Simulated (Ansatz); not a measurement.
Input and command of a calculation in Ansatz (plane waves; scalar-relativistic PAW potentials unless the input names others):

```yaml
crystal:
  lattice:
    - [0.0, 2.5734144508, 2.5734144508]
    - [2.5734144508, 0.0, 2.5734144508]
    - [2.5734144508, 2.5734144508, 0.0]
  atoms:
    - { symbol: Hf, position: [0.0, 0.0, 0.0] }
    - { symbol: "N", position: [0.75, 0.75, 0.75] }
kpoints:
  mp_grid: { grid: [14, 14, 14] }
hamiltonian:
  xc: pbe
scf:
  occupations: { method: gaussian, width: 0.1 }
  initial_density: { chi_scale: 0.3 }
  eigensolver: { kind: davidson }
output:
  forces: true
  eigenvalues: true
  stress: true
accuracy: high
```

```bash
ansatz run input.yaml --threads 1 --pin off --max-ram 1331MiB --backend cpu --events-out ev --progress --plain --runs-dir out
```

Abridged log:
```
Basis set: ecut = 420 eV, 645 PW (Γ), exchange–correlation on 60×60×60 points (8 copies of the dense FFT grid, shifted against one another)
Bands: 20, of which v1, the nominal top of the filled ones, is band 16 counted from 1 (15 counted from 0)
Symmetry: 24 space group operations
k-points: 104 of 2744 (time reversal used)
SCF iter   1: F=—  HF=-16115.180600 eV  |F-HF|=—  |Δ(HF+E_count)|=         —  Δρ=2.80e-1  dr2=3.41e1  ethr=1.00e-1  ⟨swp⟩=4.8  Hψ=5543  notcnv=0
SCF iter   2: F=—  HF=-16108.083974 eV  |F-HF|=—  |Δ(HF+E_count)|=    7.10e0  Δρ=4.54e-2  dr2=4.76e-1  ethr=1.66e-3  ⟨swp⟩=3.2  Hψ=9882  notcnv=0  defer=1
SCF iter   3: F=—  HF=-16107.933660 eV  |F-HF|=—  |Δ(HF+E_count)|=   1.50e-1  Δρ=2.78e-2  dr2=2.58e-1  ethr=1.54e-3  ⟨swp⟩=3.2  Hψ=5028  notcnv=0  defer=4
SCF iter   4: F=—  HF=-16107.897213 eV  |F-HF|=—  |Δ(HF+E_count)|=   3.64e-2  Δρ=1.34e-2  dr2=5.73e-2  ethr=8.32e-4  ⟨swp⟩=4.0  Hψ=5441  notcnv=0  defer=10
SCF iter   5: F=—  HF=-16107.889994 eV  |F-HF|=—  |Δ(HF+E_count)|=   7.22e-3  Δρ=4.70e-3  dr2=8.61e-3  ethr=1.85e-4  ⟨swp⟩=3.5  Hψ=5793  notcnv=0  defer=4
SCF iter   6: F=—  HF=-16107.890487 eV  |F-HF|=—  |Δ(HF+E_count)|=   4.94e-4  Δρ=1.94e-3  dr2=1.29e-3  ethr=2.78e-5  ⟨swp⟩=3.2  Hψ=3919  notcnv=0
SCF iter   7: F=—  HF=-16107.890797 eV  |F-HF|=—  |Δ(HF+E_count)|=   3.09e-4  Δρ=6.88e-4  dr2=2.09e-4  ethr=4.15e-6  ⟨swp⟩=3.0  Hψ=4306  notcnv=0
SCF iter   8: F=—  HF=-16107.890860 eV  |F-HF|=—  |Δ(HF+E_count)|=   6.31e-5  Δρ=1.88e-4  dr2=1.43e-5  ethr=6.73e-7  ⟨swp⟩=3.6  Hψ=4976  notcnv=0
SCF iter   9: F=—  HF=-16107.890868 eV  |F-HF|=—  |Δ(HF+E_count)|=   8.61e-6  Δρ=3.70e-5  dr2=3.16e-7  ethr=4.60e-8  ⟨swp⟩=3.4  Hψ=5139  notcnv=0
SCF iter  10: F=-16107.890870 eV  HF=-16107.890870 eV  |F-HF|=2.60e-8  |Δ(HF+E_count)|=   1.14e-6  Δρ=8.08e-6  dr2=1.64e-8  ethr=1.02e-9  ⟨swp⟩=4.4  Hψ=5849  notcnv=0
SCF iter  11: F=—  HF=-16107.890870 eV  |F-HF|=—  |Δ(HF+E_count)|=   3.17e-8  Δρ=1.45e-6  dr2=9.06e-10  ethr=5.30e-11  ⟨swp⟩=3.3  Hψ=4660  notcnv=0
SCF iter  12: F=—  HF=-16107.890870 eV  |F-HF|=—  |Δ(HF+E_count)|=  2.46e-10  Δρ=5.39e-7  dr2=1.60e-10  ethr=2.92e-12  ⟨swp⟩=3.4  Hψ=4240  notcnv=0
SCF iter  13: F=—  HF=-16107.890870 eV  |F-HF|=—  |Δ(HF+E_count)|=  2.55e-11  Δρ=1.78e-7  dr2=1.03e-11  ethr=1.00e-12  ⟨swp⟩=3.0  Hψ=4758  notcnv=0
SCF iter  14: F=-16107.890870 eV  HF=-16107.890870 eV  |F-HF|=5.46e-12  |Δ(HF+E_count)|=  2.00e-11  Δρ=5.14e-8  dr2=5.64e-13  ethr=1.00e-12  ⟨swp⟩=2.0  Hψ=3702  notcnv=0
SCF 1 converged in 14 iterations: F = -16107.890870 eV  dr2 = 5.64e-13
  Residual-converged pass: ⟨swp⟩=3.4  Hψ=5373  notcnv=0  max |occ|·‖R‖ = 1.2e-7 eV (tolerance 1.2e-7 eV) dr2=4.46e-13  dr2_onsite=4.13e-14  max |Δocc| = 4.7e-8
SCF converged after 14 iterations
Free energy (F): -16107.890870 eV
Harris-Foulkes:  -16107.890870 eV  (|F-HF|=5.46e-12)
Internal energy: -16107.887118 eV  (E = F + TS)
E sigma→0 (E₀):  -16107.888994 eV
Entropy (-TS):   -0.003752 eV (-1.876 meV/atom)
Fermi energy:    15.232919 eV
--- Forces (eV/Å), atoms counted from 1 ---
  atom   1  Hf     0.00000000     0.00000000     0.00000000
  atom   2  N      0.00000000     0.00000000     0.00000000
--- Stress (GPa, compression-positive) ---
      -19.731887       0.000000       0.000000
        0.000000     -19.731887       0.000000
        0.000000       0.000000     -19.731887
  P = ⅓ Tr σ = -19.7319 GPa (-197.319 kbar)
```

Apart from outputs and empty bands, the input differs from a reference run on usual settings in scf.initial_density.chi_scale: not typed → 0.3; scf.eigensolver.kind: not typed → "davidson"; accuracy: not typed → "high"; basis.ecutwfc: 420 → not typed. The reference, at the same geometry (not necessarily relaxed), gave pressure -19.73 GPa, largest force 0.000 eV/Å, no gap on the mesh. This run converged in 14 SCF iterations (reference: 8) with an energy at zero smearing within 0.01 meV/atom of the reference's, pressure -19.73 GPa, largest force 0.000 eV/Å, no gap on the mesh.